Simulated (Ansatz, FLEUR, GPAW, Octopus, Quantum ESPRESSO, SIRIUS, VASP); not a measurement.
One calculation of BAs, 8 ways

```
As B
1.0
     0.00000    2.38850    2.38850
     2.38850    0.00000    2.38850
     2.38850    2.38850    0.00000
As B
1 1
Direct
  0.75000 0.75000 0.75000
  0.00000 0.00000 0.00000
```

Alike in all runs: task single point; functional PBEsol; k mesh 10 × 10 × 10; occupations fermi-dirac, width 0.05 eV; no spin polarisation; no spin-orbit coupling. Pressure is positive in compression and, in plane waves, holds the error of the finite cutoff.

```tsv
program and potentials	plane-wave cutoff (eV)	notes	band gap (eV)	pressure (GPa)
VASP, PBE PAW files As, B, 520 eV	520	potentials made for PBE; 4 valence electrons an atom on average	1.08	0.06
Octopus, pseudodojo_pbesol (PseudoDojo 0.4, PBEsol)	-	9 valence electrons an atom on average	1.10	-
Ansatz, all-electron LAPW, scalar-relativistic	-	-	1.09	-0.83
GPAW, PAW data sets generated for this functional	800	4 valence electrons an atom on average	1.08	-0.28
Quantum ESPRESSO, GBRV 1.5 PBEsol	612	4 valence electrons an atom on average	1.08	0.30
SIRIUS, all-electron FP-LAPW, apw+lo standard	-	-	1.09	-
FLEUR, all-electron, FLAPW	-	-	1.09	-
SIRIUS, PseudoDojo 0.4.1 PBEsol standard (scalar relativistic)	1152	9 valence electrons an atom on average	1.10	-0.71
```

The band gap spans 1.08 (VASP, PBE PAW files As, B, 520 eV) to 1.10 eV (Octopus, pseudodojo_pbesol (PseudoDojo 0.4, PBEsol)), with all-electron results at 1.09. The pressure spans -0.83 (Ansatz, all-electron LAPW, scalar-relativistic) to 0.30 GPa (Quantum ESPRESSO, GBRV 1.5 PBEsol), with all-electron results at -0.83. Spin-orbit coupling, left out here, moves the band edges of heavy atoms. The gap is indirect and read on the mesh alone.

Differences between rows come from potentials, basis sets and numerical settings, since the functional is the same but for its coding. Runs on potential files found faulty are left out.
